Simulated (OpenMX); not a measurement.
The system is BN.

```
N B
1.0
     0.00000    1.81300    1.81300
     1.81300    0.00000    1.81300
     1.81300    1.81300    0.00000
N B
1 1
Direct
  0.25000 0.25000 0.25000
  0.00000 0.00000 0.00000
```

The cell is a database's computed one.

Base run:

- Program: OpenMX 3.8.5
- Functional: PBE
- Potentials or basis: OpenMX 2013 PBE set, N6.0-s2p2, B7.0-s2p2, grid cutoff 400 Ry
- k mesh: 13 × 13 × 13
- Occupations: fermi-dirac, width 0.05 eV
- Spin: no spin polarisation

Its results: band gap on the k mesh 6.82 eV, indirect (least direct gap 8.88 eV); pressure 5.4 GPa.

Task: The run is repeated on the same cell with these changes: potentials or basis from OpenMX 2013 PBE set, N6.0-s2p2, B7.0-s2p2, grid cutoff 400 Ry to OpenMX 2013 PBE set, N6.0-s3p2d2, B7.0-s3p2d2, grid cutoff 400 Ry. What comes out?

Result: Band gap on the k mesh 4.57 eV, indirect (least direct gap 8.80 eV); pressure -0.1 GPa.

Caveats: the basis of atomic orbitals isn't converged, which shifts pressures, moduli and gaps.
